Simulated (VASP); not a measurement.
Crystal: HfC.

```xyz
2
Lattice="0.0000 2.3250 2.3250 2.3250 0.0000 2.3250 2.3250 2.3250 0.0000" Properties=species:S:1:pos:R:3 pbc="T T T"
Hf    2.3250    2.3250    2.3250
C     0.0000    0.0000    0.0000
```

Base run:

| Property | Result |
| --- | --- |
| Program | VASP 6.6.1 |
| Functional | revTPSS |
| Potentials or basis | VASP PAW PBE potentials, release 64 (Hf_pv, C) |
| Cutoff | 520 eV |
| k mesh | 10 × 10 × 10 |
| Occupations | fermi-dirac, width 0.05 eV |
| Spin | no spin polarisation |

Its results: pressure -4.4 GPa.

Task: After a change of settings the same cell gave: pressure -5.9 GPa. Which change was it?
A. functional from revTPSS to r2SCAN; further incar settings from ALGO = Normal; EDIFF = 1e-07; NBANDS = 14 to ALGO = Normal; EDIFF = 1e-06
B. functional from revTPSS to rSCAN; further incar settings from ALGO = Normal; EDIFF = 1e-07; NBANDS = 14 to ALGO = Normal; EDIFF = 1e-06
C. functional from revTPSS to SCAN; further incar settings from ALGO = Normal; EDIFF = 1e-07; NBANDS = 14 to ALGO = Normal; EDIFF = 1e-06; NBANDS = 14
D. functional from revTPSS to TPSS; further incar settings from ALGO = Normal; EDIFF = 1e-07; NBANDS = 14 to ALGO = Normal; EDIFF = 1e-06; NBANDS = 14

Result: C.

Caveats: the PAW data sets were made with another functional, which shifts forces and pressure a little.

Runs at the PBE level aren't shown here.
